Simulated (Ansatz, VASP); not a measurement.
## Two plane-wave programs on AlGaN2

INCAR

```
PREC = Accurate ; ENCUT = 520
EDIFF = 1E-6 ; ISMEAR = 0
SIGMA = 0.02 ; LREAL = F
LASPH = T ; NELM = 80
ALGO = Normal ; ISIF = 2
LWAVE = F ; LCHARG = F
NBANDS = 21
```

Contents of KPOINTS:

```
regular mesh
0
Gamma
  8 8 6
```

POSCAR

```
AlGaN2
1.0
    3.1052891900      0.0000000000      0.0000000000
    0.0000000000      3.1052891900      0.0000000000
    0.0000000000      0.0000000000      4.3691627491
Al Ga N
1 1 2
Direct
    0.5000000000      0.5000000000      0.5000000000
    0.0000000000      0.0000000000      0.0000000000
    0.5000000000      0.0000000000      0.7399927245
    0.0000000000      0.5000000000      0.2600072755
```

Input for Ansatz:

```yaml
crystal:
  lattice:
    - [3.10528919, 0.0, 0.0]
    - [0.0, 3.10528919, 0.0]
    - [0.0, 0.0, 4.3691627491]
  atoms:
    - { symbol: Al, position: [0.5, 0.5, 0.5] }
    - { symbol: Ga, position: [0.0, 0.0, 0.0] }
    - { symbol: "N", position: [0.5, 0.0, 0.7399927245] }
    - { symbol: "N", position: [0.0, 0.5, 0.2600072755] }
basis:
  ecutwfc: 420
kpoints:
  mp_grid: { grid: [8, 8, 6] }
  band_path: { path: [VBM, CBM], npoints: 2 }
hamiltonian:
  xc: lda
scf:
  occupations: { method: gaussian, width: 0.02 }
output:
  forces: true
  stress: true
  eigenvalues: true
checkpoint:
  read: start.run
  write: ck
  compress: false
  write_wavefunctions: false
  write_every: 100000
```

Alike in both runs: task single point; functional LDA; k mesh 8 × 8 × 6; occupations gaussian, width 0.02 eV; no spin polarisation.

|  | VASP | Ansatz |
| --- | --- | --- |
| version | VASP 6.6.1 | Ansatz 0.2.0 |
| potentials or method | VASP PAW LDA potentials, release 64 (Al, Ga_d, N) | scalar-relativistic, plane waves, PAW |
| plane-wave cutoff (eV) | 520 | 420 |
| valence electrons in the cell | 26 | 26 |

```tsv
	VASP	Ansatz	Ansatz less VASP
gap on the k mesh at the Fermi level (eV)	3.14	3.13	-0.011
least direct gap on the mesh (eV)	3.14	3.13	-0.011
pressure (GPa)	3.0	2.1	-0.92
rms of the force components (eV/Å)	0.011	0.001	-0.0103
```

Atom by atom the forces differ by 0.012 eV/Å (rms over components).

A k mesh can miss the band edges. Expect the measured gap to be larger: semilocal functionals such as LDA lack the derivative discontinuity.
